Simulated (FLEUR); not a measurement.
## ZrSe2 under changes of volume

One of the cells (25.784 Å³/atom); the others are scaled copies at fixed shape and fractional positions:

```xyz
3
Lattice="3.7980 0.0000 0.0000 -1.8990 3.2892 0.0000 0.0000 0.0000 6.1920" Properties=species:S:1:pos:R:3 pbc="T T T"
Zr    0.0000    0.0000    0.0000
Se    1.8990    1.0964    4.6440
Se    0.0000    2.1928    1.5480
```

```yaml
Program: FLEUR MaX-R8.1 (later development tree)
Functional: PBEsol
Potentials_or_basis: all-electron
Basis: FLAPW
Kmax: 4.69 1/bohr
k_mesh: 8 × 8 × 5
Occupations: fermi-dirac, width 0.05 eV
Spin: no spin polarisation
```

| volume (Å³/atom) | energy over the lowest point (meV/atom) | gap on the mesh (eV) |
| --- | --- | --- |
| 24.237 | 14.59 | 0.28 |
| 24.753 | 4.26 | 0.31 |
| 25.268 | 0.00 | 0.34 |
| 25.784 | 1.26 | 0.36 |
| 26.300 | ? | ? |
| 26.815 | 18.08 | 0.40 |
| 27.331 | 32.72 | 0.42 |

What does the run at 26.300 Å³/atom give?

Energy over the lowest point 7.44 meV/atom; gap on the mesh 0.38 eV.

Worked out: A Birch-Murnaghan fit of order 3 (a polynomial in V^(-2/3)) to the other rows has its minimum at 25.40 Å³/atom with B0 = V·E''(V) = 82 GPa and B' = 4.2 at fixed shape and positions, which overstates the stiffness. It gives 7.45 meV/atom at 26.300 Å³/atom, against the run's 7.44. A straight line through the other rows of the gap, of slope 1.14 eV per unit of ln V, gives 0.38 eV, against the run's 0.38.

Energies are extrapolated to zero smearing.

Caveats: an odd mesh through Γ misses points on the zone boundary, where band edges often lie; this functional lacks dispersion, which binds the layers, so the pressure and a relaxed spacing across them are unreliable. Spin-orbit coupling on Se, Zr is left out.
